## Why the plasmon of aluminium falls when the crystal is stretched

Stretching a piece of aluminium spreads the same electrons over more space. A collective vibration of these electrons should then become slower, and over equal steps in volume it should slow down by nearly equal amounts. The calculation confirms the first expectation, but not the second. The peak drops quickly at the compressed end, more slowly in the middle, and not at all between the last two rows.

GPAW 26.7.0, PBE with PAW data sets and a 400 eV plane-wave cutoff, for face-centred cubic aluminium. The ground state uses a 9×9×9 k mesh and Fermi–Dirac smearing of 0.05 eV. The loss spectrum is computed in the RPA along x, with the intraband term, a 28×28×28 k mesh, 0.1 eV broadening and a 50 eV response cutoff.

```csv
volume (Å³/atom),shortest distance (Å),loss peak energy (eV)
15.607,2.805,16.076
15.939,2.825,15.800
16.271,2.844,15.528
16.603,2.864,15.394
16.935,2.882,15.260
17.267,2.901,15.127
17.599,2.920,15.127
```

The loss peak energy is the energy that a fast electron passing through the metal gives up most readily. In aluminium it belongs to the bulk plasmon, in which the valence electrons swing together against the ions. Every row is the same face-centred cubic metal with three valence electrons per atom, only scaled in size. The volume of 16.603 Å³ per atom has the lowest energy of the seven, so the series runs from compression to expansion.

**The restoring force.** Suppose that all valence electrons in a slab of metal move sideways by a small distance. One face is left with too few electrons and the other has too many, and the field between the faces pulls the electrons back. The more electrons there are in each unit of volume, the more charge gathers on the faces and the stronger the pull on each electron. The electron's mass stays the same, so a denser electron gas swings faster.

With $n$ electrons per volume, the displacement $x$ creates a field $nex/\varepsilon_0$. Newton's equation for one electron of mass $m$ and charge $e$ then gives the frequency $\omega_p$:

$$\omega_p^2=\frac{ne^2}{\varepsilon_0 m},\qquad n=\frac{3}{V},\qquad \hbar\omega_p\propto V^{-1/2},$$

where $V$ is the volume per atom. A volume larger by one percent should therefore lower the plasmon energy by about half a percent, as long as the number of valence electrons stays the same.

**One row in full.** In units of eV and Å, $e^2/4\pi\varepsilon_0$ is 14.4 eV Å and $\hbar^2/m$ is 7.62 eV Å². For the row of lowest energy this gives

$$\hbar\omega_p=\sqrt{4\pi\times14.4\times7.62\times\frac{3}{16.603}}\ \text{eV}\approx15.8\ \text{eV}.$$

The calculated peak lies at 15.4 eV. The estimate contains no adjusted constant, yet it comes within three percent of the peak in this row and in all the others.

**The whole series.** From the first row to the last the volume grows by 12.8 % and the peak falls by 0.95 eV, or 5.9 %. The free-electron formula also gives a fall of 0.95 eV. So close a match is better than the data can support, because the peak positions are coarse, as shown below. A power law fitted to all seven rows gives an exponent of −0.51 ± 0.06, in agreement with the −1/2 of the formula. The output after this text lists the estimate row by row.

**Why a crystal behaves like a free gas here.** The electrons of aluminium are not really free, since the lattice opens gaps in their bands. Part of their response is thereby moved into transitions between bands. The same runs give the plasma frequency of the remaining part, the motion within the partly filled bands, which is called the Drude term. It is only 12.6 to 12.9 eV, at least 2.3 eV below the loss peak, so it would be a poor stand-in for the plasmon.

The missing strength is recovered at high frequency. The main interband transitions of aluminium are known to lie below a few eV, far from the plasmon. An electron driven much faster than its own resonance hardly feels the force that binds it, and it responds almost as a free one. At about 15 eV nearly all three electrons per atom therefore take part, and their density sets the energy. This step is standard theory; the table does not separate the two contributions.

**Why the fall is uneven.** The spectrum was computed at a fixed set of frequencies, and the peak is reported at one of them. Near the plasmon these points are 0.13 to 0.14 eV apart, about a seventh of the whole fall. Counted in such steps, the peak moves down by 2, 2, 1, 1, 1 and 0. By the half-percent rule, one step corresponds to a change in volume of a little under two percent, which is almost the spacing of the rows. The series is thus read with a ruler whose marks are about as far apart as the shifts to be measured.

The ruler alone probably does not explain everything. The free-electron fall is between 1.1 and 1.2 steps in each interval. If the peak is always assigned to the nearest point, such a fall moves it by one step or two, but never by zero. The plateau at the end therefore needs a true fall at least slightly weaker than the formula gives. It does not mean that the plasmon has stopped shifting, because any true fall of less than one step can disappear in this way.

The compressed end departs from the formula in the opposite direction. Over the first two intervals the formula gives a fall of 2.4 steps, which rounding could turn into three at most, while the peak moves by four. If the computed spectrum has a single, nearly symmetric peak, the plasmon here really does fall faster than the density law. The excess is small in energy, about 0.2 eV as read from the peaks and possibly only 0.1 eV once the grid is allowed for, and the runs carry a warning of errors of a few percent in the optical matrix elements. For the same reason no cause can be assigned to the 0.2 to 0.4 eV by which the peaks lie below the free-electron values.

**A suspect.** The Drude term falls most steeply at the compressed end, reaches its minimum at 16.935 Å³ and then rises, although the electron density keeps falling. If the interband part stood still, the rise in the last interval would lift the peak by about 0.1 eV, most of a grid step. That would help to explain the plateau, but not the quick start: over the first two intervals the Drude frequency falls by 1.5 %, less than the 2.1 % of the density law. Moreover, if strength really passes from the interband part to the Drude part, the total is still set by the electron density, and the plasmon should hardly notice the exchange. An error from the finite mesh of electron momenta need not cancel in this way, and the runs carry a warning about the Drude term on this mesh. It has 28 points along each axis, against 9 for the ground state.

The open question is therefore how much of the bend in the series belongs to aluminium. The first three and the last two volumes could be repeated on a finer frequency grid, and then on a denser momentum mesh as well. The first step would show how far the ruler distorts the series, the second whether the momentum mesh is to blame. A bend that survived could still owe something to the errors in the optical matrix elements.

The analysis program printed:

```
Peak and free-electron estimate (eV):
     row   peak  free_electron  peak_minus_free  Drude  grid_spacing
  15.607  16.08          16.28          -0.2041  12.86        0.1388
  15.939   15.8          16.11          -0.3097  12.75        0.1369
  16.271  15.53          15.94          -0.4165  12.67         0.135
  16.603  15.39          15.78          -0.3903  12.61        0.1341
  16.935  15.26          15.63          -0.3688   12.6        0.1332
  17.267  15.13          15.48          -0.3508  12.66        0.1323
  17.599  15.13          15.33          -0.2041  12.78        0.1323
Fall from the row before, in grid steps:
     row  grid_point  peak_fall  free_electron_fall
  15.607         193        n/a                 n/a
  15.939         191      2.003               1.221
  16.271         189      2.001               1.193
  16.603         188     0.9959               1.167
  16.935         187      1.003               1.141
  17.267         186      1.002               1.117
  17.599         186          0               1.093
fit of log(loss_peak_energy) on 7 rows: constant 4.183 +/- 0.16, coefficient of log(vol) -0.5143 +/- 0.057; rms 0.00514, worst 17.599 -0.00797, leave-one-out rms 0.00844
Growth of volume over the series (%): 12.76
Whole fall of the peak (eV): 0.949
Whole fall of the peak (% of its highest value): 5.903
Whole fall of the free-electron estimate (eV): 0.949
One grid step as a share of the whole fall (%): 14.19
Largest shortfall of the peak below the free-electron estimate (%): 2.612
Free-electron fall over the first two intervals (grid steps): 2.415
Peak fall over the first two intervals (grid steps): 4.004
Smallest distance of the Drude frequency below the peak (eV): 2.347
Largest distance of the Drude frequency below the peak (eV): 3.216
Rough lift of the peak by the Drude rise in the last interval, interband part held fixed (eV): 0.1009
```
